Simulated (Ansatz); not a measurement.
Si2W under changes of volume

One of the cells (13.479 Å³/atom); the others are scaled copies at fixed shape and fractional positions:

```
W Si
1.0
    -1.60690    1.60690    3.91495
     1.60690   -1.60690    3.91495
     1.60690    1.60690   -3.91495
W Si
1 2
Direct
  0.00000 0.00000 0.00000
  0.66530 0.66530 0.00000
  0.33470 0.33470 0.00000
```

- Program: Ansatz 0.2.0
- Functional: PBEsol
- Potentials or basis: Ansatz PAW
- Cutoff: 420 eV (not typed: the program's choice for these potentials)
- k mesh: 12 × 12 × 12
- Occupations: fermi-dirac, width 0.05 eV
- Spin: no spin polarisation

| volume (Å³/atom) | energy over the lowest point (meV/atom) | pressure (GPa) | largest force (eV/Å) |
| --- | --- | --- | --- |
| 12.670 | 28.43 | 14.1 | 0.197 |
| 12.939 | 9.79 | 8.2 | 0.135 |
| 13.209 | ? | ? | ? |
| 13.479 | 0.00 | -2.0 | 0.022 |
| 13.748 | 7.01 | -6.3 | 0.029 |
| 14.018 | 20.86 | -10.1 | 0.077 |
| 14.287 | 40.87 | -13.6 | 0.123 |

Q: What does the run at 13.209 Å³/atom give?

A: Energy over the lowest point 0.63 meV/atom; pressure 2.8 GPa; largest force 0.077 eV/Å.

Worked out: A Birch-Murnaghan fit of order 3 (a polynomial in V^(-2/3)) to the other rows has its minimum at 13.36 Å³/atom with B0 = V·E''(V) = 236 GPa and B' = 4.4 at fixed shape and positions, which overstates the stiffness. It gives 0.62 meV/atom at 13.209 Å³/atom, against the run's 0.63, and -dE/dV = 2.8 GPa, against 2.8.

Energies are extrapolated to zero smearing.

Caveats: the PAW data sets come from PBE, with cores solved anew for the run's functional, which leaves a small shift of forces and pressure.
